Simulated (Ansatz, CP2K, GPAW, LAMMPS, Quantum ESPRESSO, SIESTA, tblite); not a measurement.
# SIESTA on free surface of aqueous Ca2+ and SO4 2-, 6.5 mol of salt per kg of water at 360 K (189 atoms): settings against a plane-wave reference, part 2 of 2

Aim: run free surface of aqueous Ca2+ and SO4 2-, 6.5 mol of salt per kg of water at 360 K (189 atoms) in SIESTA and see how near its forces come to a plane-wave reference, and at what cost.

Program: SIESTA 5.4.2; the method stands at each step. Banners, paths, timers and routine set-up lines are dropped from the logs unmarked, and long logs keep their key lines alone; longer cuts are marked. The potentials were converted by us to PSML.

So far. Step 3 (PBE, SZ, shift 0.02 Ry, mesh 500 Ry): Against the first run (28 %), the force difference from the reference is 394 %, at 0.34 times the CPU time (on 1 against 4 cores). Step 4 (VdW-DF, PBE potentials, DZP, shift 0.01 Ry, mesh 500 Ry): Against the first run (28 %), the force difference from the reference is 28 %, at 5.1 times the CPU time; the model has changed, so this is no error of the program alone.

## (5) PBE, DZ, shift 0.01 Ry, mesh 500 Ry

Method: Kohn-Sham DFT, PBE, PseudoDojo 0.4.1 norm-conserving pseudopotentials (converted to PSML), numerical atomic orbitals (DZ), diagonalisation.

input.fdf reads:

```
SystemLabel cell
NumberOfAtoms 189
NumberOfSpecies 4
%block ChemicalSpeciesLabel
  1 8 O
  2 16 S
  3 1 H
  4 20 Ca
%endblock ChemicalSpeciesLabel
LatticeConstant 1.0 Ang
%block LatticeVectors
  10.66860 0.00000 0.00000
  0.00000 10.66860 0.00000
  0.00000 0.00000 25.70910
%endblock LatticeVectors
PAO.BasisSize DZ
PAO.EnergyShift 0.01 Ry
XC.Functional GGA
XC.Authors PBE
MeshCutoff 500 Ry
%block kgrid_Monkhorst_Pack
  1 0 0 0.0
  0 1 0 0.0
  0 0 1 0.0
%endblock kgrid_Monkhorst_Pack
SolutionMethod diagon
OccupationFunction FD
ElectronicTemperature 580 K
SCF.Mixer.Method Pulay
SCF.Mixer.Weight 0.15
SCF.Mixer.History 8
SCF.Mix Hamiltonian
MaxSCFIterations 300
SCF.DM.Tolerance 1e-04
SCF.H.Tolerance 1.0e-3 eV
WriteForces T
Write.HirshfeldPop T
Write.VoronoiPop T
Write.DM F
Write.H F
XML.Write F
AtomicCoordinatesFormat Fractional
%block AtomicCoordinatesAndAtomicSpecies
[... 189 atom lines left out: the same atoms as in the first run ...]
%endblock AtomicCoordinatesAndAtomicSpecies
```

Command:

```sh
> OMP_NUM_THREADS=1 mpirun -np 2 siesta < input.fdf > output.txt
```

Output:

```text
Version         : 5.4.2
reinit: System Name:
reinit: System Label: cell
initatom: Reading input for the pseudopotentials and atomic orbitals ----------
Species number:   1 Atomic number:    8 Label: O
Species number:   2 Atomic number:   16 Label: S
Species number:   3 Atomic number:    1 Label: H
Species number:   4 Atomic number:   20 Label: Ca
Ground state valence configuration (from tables):   2s02  2p04  3d00  4f00
Ground state valence configuration (from tables):   3s02  3p04  3d00  4f00
[... lines left out ...]
SCF Convergence by DM+H criterion
[... lines left out ...]
SCF cycle converged after 12 iterations
[... lines left out ...]
   Max   14.136415
[... lines left out ...]
   Max   14.136415    constrained
Stress tensor Voigt[x,y,z,yz,xz,xy] (kbar):      -77.02      -73.10      -72.40       -2.10       -0.42       -0.71
[... lines left out ...]
siesta: FreeEng =    -43350.945593
[... lines left out ...]
siesta:         Fermi =      -4.062279
[... lines left out ...]
siesta:          74.17398545         40.00609920  kBar
[... lines left out ...]
    (Free)E + p_basis*V_orbitals       =      -43321.070710 eV
    (Free)Eharris+ p_basis*V_orbitals  =      -43321.070711 eV
siesta: Electric dipole (a.u.)  =   -0.000000    0.000000    1.477319
siesta: Electric dipole (Debye) =   -0.000000    0.000000    3.754969
Hirshfeld Atomic Populations:
Atom #   charge [q] valence [e]  Species
     1    -0.210425    6.210425  O
     2     0.744162    5.255838  S
     3    -0.253172    6.253172  O
     4    -0.214555    6.214555  O
[...]
7     0.738960    5.261040  S
[...]
12     0.730670    5.269330  S
[...]
32     0.071679    0.928321  H
    33     0.065363    0.934637  H
[...]
35     0.072665    0.927335  H
[...]
184     0.507513    9.492487  Ca
   185     0.552387    9.447613  Ca
   186     0.504359    9.495641  Ca
[...]
--------------------
 Total    -0.000020
Voronoi Atomic Populations:
Atom #   charge [q] valence [e]  Species
[...]
22     0.729224    5.270776  S
[...]
27     0.731000    5.269000  S
[...]
178    -0.227230    6.227230  O
[...]
181    -0.271935    6.271935  O
   182     0.185706    0.814294  H
   183     0.150952    0.849048  H
[...]
188     0.404326    9.595674  Ca
   189     0.386390    9.613610  Ca
--------------------
 Total    -0.000020
```

The job ended after 88 s (2 MPI ranks of Arm Neoverse V1, shared host; peak memory 1.8 GiB; 2.9 min of CPU time).

Numbers from this run, and their distance from the reference:

```
r.m.s. force component                           : 2.843 eV/Å
r.m.s. difference of force components            : 2197 meV/Å
longest difference of force vectors              : 10810 meV/Å
force difference over r.m.s. force               : 226.9 %
slope of forces against the reference's          : 2.238
correlation of force components                  : 0.762
gap (highest filled to lowest empty level) : 4.044 eV
gap difference                                   : 0.0321 eV
```

This is a coarse setting, run to see what it loses.

Against the first run (28 %), the force difference from the reference is 227 %, at 0.50 times the CPU time (on 2 against 4 cores), with 888 basis functions against 1617: the smaller basis costs accuracy.

## (6) PBE, DZP, shift 0.01 Ry, mesh 100 Ry

Method: Kohn-Sham DFT, PBE, PseudoDojo 0.4.1 norm-conserving pseudopotentials (converted to PSML), numerical atomic orbitals (DZP), diagonalisation.

Changes to input.fdf since step 5:

```diff
@@ -15,3 +15,3 @@
 %endblock LatticeVectors
-PAO.BasisSize DZ
+PAO.BasisSize DZP
 PAO.EnergyShift 0.01 Ry
@@ -19,3 +19,3 @@
 XC.Authors PBE
-MeshCutoff 500 Ry
+MeshCutoff 100 Ry
 %block kgrid_Monkhorst_Pack
```

Output:

```text
Version         : 5.4.2
reinit: System Name:
reinit: System Label: cell
initatom: Reading input for the pseudopotentials and atomic orbitals ----------
Species number:   1 Atomic number:    8 Label: O
Species number:   2 Atomic number:   16 Label: S
Species number:   3 Atomic number:    1 Label: H
Species number:   4 Atomic number:   20 Label: Ca
[... lines left out ...]
SCF Convergence by DM+H criterion
[... lines left out ...]
SCF cycle converged after 11 iterations
[... lines left out ...]
   Max    6.475549
[... lines left out ...]
   Max    6.475549    constrained
Stress tensor Voigt[x,y,z,yz,xz,xy] (kbar):      -20.80      -14.90      -17.16       -5.47        0.75        0.47
[... lines left out ...]
siesta: FreeEng =    -43485.662454
[... lines left out ...]
siesta:         Fermi =      -3.388824
[... lines left out ...]
siesta:          17.62142640          7.22508523  kBar
[... lines left out ...]
     7     0.457990    5.542010  S
[...]
12     0.455892    5.544108  S
[...]
32     0.059599    0.940401  H
    33     0.058036    0.941964  H
[...]
35     0.070546    0.929454  H
[...]
184     0.468046    9.531954  Ca
   185     0.515012    9.484988  Ca
   186     0.470666    9.529334  Ca
[...]
--------------------
 Total    -0.000027
Voronoi Atomic Populations:
Atom #   charge [q] valence [e]  Species
[...]
22     0.563653    5.436347  S
[...]
27     0.566882    5.433118  S
[...]
178    -0.148408    6.148408  O
[...]
181    -0.171302    6.171302  O
   182     0.125381    0.874619  H
   183     0.103624    0.896376  H
[...]
188     0.374886    9.625114  Ca
   189     0.352879    9.647121  Ca
--------------------
 Total    -0.000029
```

Wall time 38 s (2 MPI ranks); peak memory 0.76 GiB; 76 s of CPU time.

Against the reference:

* r.m.s. force component: 1.073 eV/Å
* r.m.s. difference of force components: 279.1 meV/Å
* longest difference of force vectors: 1276 meV/Å
* force difference over r.m.s. force: 28.82 %
* slope of forces against the reference's: 1.073
* correlation of force components: 0.9678
* gap (highest filled to lowest empty level): 4.437 eV
* gap difference: 0.4249 eV
* energy less the same-level run's: 2.952 meV/atom
* r.m.s. force difference from the same-level run: 38.73 meV/Å

This is a coarse setting, run to see what it loses.

Against the first run (28 %), the force difference from the reference is 29 %, at 0.22 times the CPU time (on 2 against 4 cores): the change moves forces by 39 meV/Å r.m.s., so most of the difference comes from elsewhere.

The forces add up to 0.56 eV/Å instead of zero, usually a sign of too coarse a grid.

## (7) Another try, on a changed input

Changes to input.fdf since step 6:

```diff
@@ -19,3 +19,3 @@
 XC.Authors PBE
-MeshCutoff 100 Ry
+MeshCutoff 500
 %block kgrid_Monkhorst_Pack
@@ -32,3 +32,3 @@
 SCF.Mix Hamiltonian
-MaxSCFIterations 300
+MaxSCFIterations 60
 SCF.DM.Tolerance 1e-04
```

Command:

```sh
> OMP_NUM_THREADS=1 mpirun -np 4 siesta < input.fdf > output.txt
```

Output:

```text
Version         : 5.4.2
reinit: System Name:
reinit: System Label: cell
initatom: Reading input for the pseudopotentials and atomic orbitals ----------
Species number:   1 Atomic number:    8 Label: O
Species number:   2 Atomic number:   16 Label: S
Species number:   3 Atomic number:    1 Label: H
Species number:   4 Atomic number:   20 Label: Ca
Ground state valence configuration (from tables):   2s02  2p04  3d00  4f00
Ground state valence configuration (from tables):   3s02  3p04  3d00  4f00
Ground state valence configuration (from tables):   1s01  2p00  3d00  4f00
Ground state valence configuration (from tables):   4s02  4p00  3d00  4f00
---- Processing specs for species: O
GGA--PBE XC_GGA_X_PBE--XC_GGA_C_PBE pb
---- Processing specs for species: S
GGA--PBE XC_GGA_X_PBE--XC_GGA_C_PBE pb
---- Processing specs for species: H
GGA--PBE XC_GGA_X_PBE--XC_GGA_C_PBE pb
---- Processing specs for species: Ca
GGA--PBE XC_GGA_X_PBE--XC_GGA_C_PBE pb
Semicore shell(s) with  8 electrons included in the valence for Ca
Semicore shell(s): 3s 3p
Fallback to non-perturbative polarization scheme for Ca
Please see the manual if this is not desired in principle
O pseudopotential only contains V_ls up to l=2 -- lmxkb reset.
S pseudopotential only contains V_ls up to l=2 -- lmxkb reset.
H pseudopotential only contains V_ls up to l=1 -- lmxkb reset.
Using PAO.SplitTailNorm
%block ChemicalSpeciesLabel
    1    8 O                       # Species index, atomic number, species label
    2   16 S                       # Species index, atomic number, species label
    3    1 H                       # Species index, atomic number, species label
    4   20 Ca                      # Species index, atomic number, species label
%endblock ChemicalSpeciesLabel
%block PAO.Basis                 # Define Basis set
O                     2                    # Species label, number of l-shells
 n=2   0   2                         # n, l, Nzeta
   3.532      2.299
   1.000      1.000
 n=2   1   2 P   1                   # n, l, Nzeta, Polarization, NzetaPol
   4.300      2.782
[...]
S                     2                    # Species label, number of l-shells
 n=3   0   2                         # n, l, Nzeta
[...]
n=3   1   2 P   1                   # n, l, Nzeta, Polarization, NzetaPol
[...]
H                     1                    # Species label, number of l-shells
 n=1   0   2 P   1                   # n, l, Nzeta, Polarization, NzetaPol
[...]
Ca                    4                    # Species label, number of l-shells
 n=3   0   1                         # n, l, Nzeta
   3.189
   1.000
 n=4   0   2                         # n, l, Nzeta
   8.412      6.393
   1.000      1.000
 n=3   1   1                         # n, l, Nzeta
   3.626
   1.000
 n=4   1   1                         # n, l, Nzeta
   8.412
   1.000
%endblock PAO.Basis
coor:   Atomic-coordinates input format  =     Fractional
siesta: System type = slab
```

Wall time 1.2 s (4 MPI ranks); peak memory 0.87 GiB.

The program stopped at the start. The fault in the input: a unit left out (MeshCutoff 500 Ry written as MeshCutoff 500).

## (8) All runs compared

Differences are against the plane-wave reference, forces as r.m.s. over components; share is that over the reference's r.m.s. force, slope the least-squares factor from reference forces to these. Total energies of different programs have different zeros and aren't compared.

```
                                                           run  Δ force, r.m.s. (meV/Å)  share (%)  slope  Δ gap (eV)  cores  CPU time  memory (GiB)
                                                     reference                        -          -      -           -      4   4.7 min           3.9
                   SIESTA PBE, DZP, shift 0.01 Ry, mesh 500 Ry                      273       28.2  1.070       0.424      4   5.9 min           3.2
           SIESTA PBE, SZ, shift 0.02 Ry, mesh 500 Ry (coarse)                     3815        394  2.292      -0.504      1     2 min           1.2
SIESTA vdW-DF, PBE potentials, DZP, shift 0.01 Ry, mesh 500 Ry                      272       28.1  1.126       0.451      4    30 min           5.6
           SIESTA PBE, DZ, shift 0.01 Ry, mesh 500 Ry (coarse)                     2197        227  2.238      0.0321      2   2.9 min           1.8
          SIESTA PBE, DZP, shift 0.01 Ry, mesh 100 Ry (coarse)                      279       28.8  1.073       0.425      2      76 s          0.76
```

Rows marked coarse were listed beforehand as settings not expected to be converged; some can still land near the reference.

CPU time is summed over cores on a shared host, where runs went side by side, so it is rough. Symmetry, cutoffs, thresholds, outputs and thread counts weren't matched or tuned between programs; memory under MPI is the largest rank's times the ranks.

Mean charges by element (e), by run and scheme:

```
                                                           run     scheme      O      S      H     Ca
                                                     reference     Löwdin  -0.75  +2.59  +0.39  +1.73
                   SIESTA PBE, DZP, shift 0.01 Ry, mesh 500 Ry  Hirshfeld  -0.20  +0.45  +0.09  +0.49
SIESTA vdW-DF, PBE potentials, DZP, shift 0.01 Ry, mesh 500 Ry  Hirshfeld  -0.20  +0.46  +0.09  +0.50
```

The reference's Löwdin charges lack the electrons that the projection spills, 0.047 e an atom on average.

Within one program, basis, potentials and functional, energies share a zero. Each run against its twin at the usual cutoff or grid and solver:

```
                                        run                             twin  Δ energy (meV/atom)  Δ force, r.m.s. (meV/Å)         CPU time over the twin's
SIESTA PBE, DZP, shift 0.01 Ry, mesh 100 Ry  DZP, shift 0.01 Ry, mesh 500 Ry                 2.95                     38.7  0.21 (this twin ran on 4 cores)
```

## (9) What came out

- nearest in forces: a tie at 28 % of 2 runs: SIESTA PBE, DZP, shift 0.01 Ry, mesh 500 Ry; SIESTA vdW-DF, PBE potentials, DZP, shift 0.01 Ry, mesh 500 Ry

**Reading.** The PBE run in local orbitals, coarse settings apart, differs by 28 % (SIESTA PBE, DZP, shift 0.01 Ry, mesh 500 Ry); basis, grid and potentials can all enter. Rows with another functional or a dispersion term differ by 28 % (SIESTA vdW-DF, PBE potentials, DZP, shift 0.01 Ry, mesh 500 Ry), which mixes the change of model with differences of basis and potentials, some of them made for another functional. Runs with settings chosen to be coarse differ by 29 % (SIESTA PBE, DZP, shift 0.01 Ry, mesh 100 Ry) to 394 % (SIESTA PBE, SZ, shift 0.02 Ry, mesh 500 Ry), their programs' other errors included. Of the electronic-structure runs that take under half the reference's CPU time, SIESTA PBE, DZP, shift 0.01 Ry, mesh 100 Ry comes nearest, at 29 % in 76 s against 4.7 min. At the same functional, gaps differ from the reference's 4.01 eV by between -0.50 and +0.42 eV. Charges hang on scheme and program or settings: among these rows the mean for S runs from +0.45 to +2.59 e. With short bonds to hydrogen, sets of potentials differ among themselves by several per cent in forces even at converged cutoffs, so the reference isn't exact here either. The network of contacts between molecules at the start is that of the classical potential that made the cell, and needn't be the one that DFT or experiment would give. The concentration wasn't checked against solubility and may exceed it. The reference's PBE has no dispersion term, which matters for the binding between molecules or layers. The electronic-structure runs sample only Γ, in a cell whose shortest periodic width is 11 Å.

[Also dropped from logs without a mark: logging warnings of Python, and SIESTA's first energy breakdown and zero terms.]

[Logs are printed without paths, hosts, clocks, repeated set-up lines and the standing remarks that a program may print on its own settings, such as how far it seeks lower states.]

[Hosts, paths, dates, database ids (printed as entryN), source tags and the programs' standing remarks are cut or masked in the printed files.]
